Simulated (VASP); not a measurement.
# Be18H4C: single point with PBEsol

The system is Be18H4C, a slab with vacuum.

```
CELL_PARAMETERS angstrom
4.58000 0.00000 0.00000
3.43500 5.94960 0.00000
0.00000 0.00000 16.58843
ATOMIC_POSITIONS crystal
Be 0.00000 0.00000 0.06028
Be 0.50000 0.00000 0.06028
Be 0.00000 0.33333 0.06028
Be 0.50000 0.33333 0.06028
Be 0.00000 0.66667 0.06028
Be 0.50000 0.66667 0.06028
Be 0.83283 0.22246 0.17032
Be 0.33290 0.22247 0.17030
Be 0.83284 0.55583 0.17040
Be 0.33286 0.55579 0.17031
Be 0.83287 0.88916 0.17032
Be 0.33279 0.88919 0.17034
Be 0.99994 0.00004 0.28037
Be 0.49993 0.00011 0.28036
Be 0.00009 0.33321 0.28035
Be 0.50002 0.33329 0.28036
Be 0.00013 0.66669 0.28046
Be 0.49981 0.66668 0.28044
C 0.76140 0.66720 0.50888
H 0.51384 0.69146 0.49161
H 0.96000 0.50371 0.48643
H 0.79401 0.80150 0.48224
H 0.77749 0.67214 0.57482
```

The cell was built by a generator and needn't be a form met in nature.

```json
{
 "Program": "VASP 6.6.1",
 "Task": "single point",
 "Functional": "PBEsol",
 "Potentials or basis": "VASP PAW PBE potentials, release 64 (Be, C, H)",
 "Cutoff": "520 eV",
 "k mesh": "5 × 4 × 1",
 "Occupations": "fermi-dirac, width 0.15 eV",
 "Spin": "no spin polarisation",
 "Dipole correction": "no",
 "Further INCAR settings": "LREAL = Auto; ALGO = Fast; EDIFF = 1e-06; NBANDS = 39"
}
```

```
Largest force          : 0.038 eV/Å
Band gap on the k mesh : none (metal or under the smearing width)
```

Forces in eV/Å, atoms in the order of the input:
```
Be   0.000  0.002 -0.014
Be   0.001  0.000 -0.013
Be  -0.001  0.000 -0.013
Be   0.002 -0.001 -0.014
Be  -0.002  0.000 -0.011
Be   0.002  0.000 -0.011
Be   0.000  0.000  0.000
Be   0.000  0.000  0.000
Be   0.000  0.000  0.000
Be   0.000  0.000  0.000
Be   0.000  0.000  0.000
Be   0.000  0.000  0.000
Be   0.000  0.000  0.012
Be   0.000  0.000  0.012
Be   0.000  0.000  0.012
Be   0.000  0.000  0.012
Be   0.000  0.000  0.012
Be   0.000  0.000  0.012
C   -0.008 -0.001  0.012
H   -0.031  0.004 -0.008
H    0.015 -0.033 -0.014
H    0.018  0.026 -0.015
H    0.003  0.001  0.031
```

Levels at points of the mesh, in eV from the Fermi level:
```csv
k point,band 18,band 19,band 20,band 21,band 22,band 23,band 24,band 25,band 26,band 27
"(0.00, 0.00, 0.00)",-1.81,-1.75,-0.87,-0.87,-0.04,-0.04,2.10,2.10,2.86,3.60
"(0.00, 0.50, 0.00)",-1.81,-1.74,-1.74,-0.82,-0.80,-0.04,-0.04,2.86,2.86,3.60
```

Wall time 4.8 min on 1 thread of AMD EPYC 9R14 (Zen 4) (shared host), peak memory 0.54 GiB.

Caveat: the PAW data sets were made with another functional, which shifts forces and pressure a little.
